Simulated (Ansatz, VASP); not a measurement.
This is a calculation of TiC for Ansatz 0.2.0.

Contents of input.yaml:

```yaml
crystal:
  lattice:
    - [0.0, 2.1657188437, 2.1657188437]
    - [2.1657188437, 0.0, 2.1657188437]
    - [2.1657188437, 2.1657188437, 0.0]
  atoms:
    - { symbol: Ti, position: [0.0, 0.0, 0.0] }
    - { symbol: C, position: [0.5, 0.5, 0.5] }
hamiltonian:
  xc: revpbe
  pseudopotentials: { kind: paw }
  dispersion: d4
kpoints:
  mp_grid: { grid: [11, 11, 11] }
scf:
  occupations: { method: fermi_dirac, width: 0.05 }
output:
  forces: true
  stress: true
relax:
  f_tol: 0.01
  max_steps: 40
  cell: { stress_tol: 0.05 }
```

Potentials or basis: Ansatz PAW.

Run with:

```bash
$ ansatz run input.yaml --threads 2 --pin off --max-ram 5632MiB --backend cpu --events-out ev --progress --plain --runs-dir out
```

Task: Set up the same calculation for VASP 6.6.1. Potentials there: VASP PAW PBE potentials, release 64 (Ti_sv, C).

Result: As run (the cutoff follows the program's own potentials):

INCAR

```
PREC = Accurate ; ENCUT = 600
EDIFF = 1E-6 ; ISMEAR = -1
SIGMA = 0.05 ; LREAL = F
LASPH = T ; NELM = 100
ALGO = Normal ; ISIF = 3
LWAVE = F ; LCHARG = F
GGA = RE ; IVDW = 13
IBRION = 2 ; NSW = 60
EDIFFG = -0.01
```

The input KPOINTS:

```
regular mesh
0
Gamma
  11 11 11
```

File POSCAR:

```
TiC
1.0
    0.0000000000      2.1657188437      2.1657188437
    2.1657188437      0.0000000000      2.1657188437
    2.1657188437      2.1657188437      0.0000000000
Ti C
1 1
Direct
    0.0000000000      0.0000000000      0.0000000000
    0.5000000000      0.5000000000      0.5000000000
```

Potentials or basis: VASP PAW PBE potentials, release 64 (Ti_sv, C).

Launch:

```console
$ cat potpaw_PBE.64/Ti_sv/POTCAR potpaw_PBE.64/C/POTCAR > POTCAR
$ mpirun -np 1 vasp_std > vasp.out
```

Both were run:

|  | VASP | Ansatz | Ansatz less VASP |
| --- | --- | --- | --- |
| relaxed volume (Å³/atom) | 9.91 | 9.91 | -0.003 |
| relaxed cell length with the largest relative difference (Å) | 3.038 | 3.038 | -0.0003 |
| energy change over the relaxation (meV/atom) | -5 | -5 | -0.1 |

Caveats: the PAW data sets were made with another functional, which shifts forces and pressure a little (VASP); pairwise dispersion overbinds metals, which lowers pressure and volume (VASP); the plane-wave basis is chosen anew once the cell has moved, so the energies of steps on either side of that aren't comparable (Ansatz); the PAW data sets come from PBE, with cores solved anew for the run's functional, which leaves a small shift of forces and pressure (Ansatz).
